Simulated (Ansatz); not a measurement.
# Relaxing RbBr₃

Theory: Ansatz 0.2.0, DFT PBE, scalar-relativistic, plane waves, PAW. Cutoff 420 eV, Γ-centred k mesh, Gaussian smearing, no spin polarisation in the final step.

The start puts RbBr₃ on the ReO3 structure type (Pm-3m, No. 221), with Rb in place of Re, Br in place of O, at a guessed volume.

```
CELL_PARAMETERS angstrom
5.28683 0.00000 0.00000
0.00000 5.28683 0.00000
0.00000 0.00000 5.28683
ATOMIC_POSITIONS crystal
Rb 0.00000 0.00000 0.00000
Br 0.50000 0.00000 0.00000
Br 0.00000 0.50000 0.00000
Br 0.00000 0.00000 0.50000
```

Cell and atoms relax at zero pressure; the relaxation can't lower the symmetry of the start. After a coarse first stage the cell is made exact in the group found at 0.06 Å.

Energies over the elements count from the elements' standard structures at the same level, with no empirical corrections.

Question: Which crystal results?

Answer: It keeps Pm-3m (No. 221). The result has the ReO3 structure. Conventional cell: a = 6.803 Å. Rb has 6 Br at 3.40 Å; Br is coordinated by 2 Rb at 3.40 Å.

```
Rb Br
1.0
     6.80323    0.00000    0.00000
     0.00000    6.80323    0.00000
     0.00000    0.00000    6.80323
Rb Br
1 3
Cartesian
  0.0000 0.0000 0.0000
  3.4016 0.0000 0.0000
  0.0000 3.4016 0.0000
  0.0000 0.0000 3.4016
```

Question: What are its volume, energy, density and gap?

Answer: The volume per atom is 78.72 Å³. The density is 1.71 g/cm³. The energy over the elements is -0.22 eV/atom and the gap on the 8×8×8 mesh is 0 eV (a metal).

The final run used a 8×8×8 mesh on its 4-atom cell and 0.10 eV smearing. The k mesh leaves about 4 meV/atom of noise in metals. Symmetry constrained the relaxation, so the result can be a saddle point.

Cost: 3 runs of about 1.4 core-minutes in all, on Arm Neoverse V2 (shared hosts).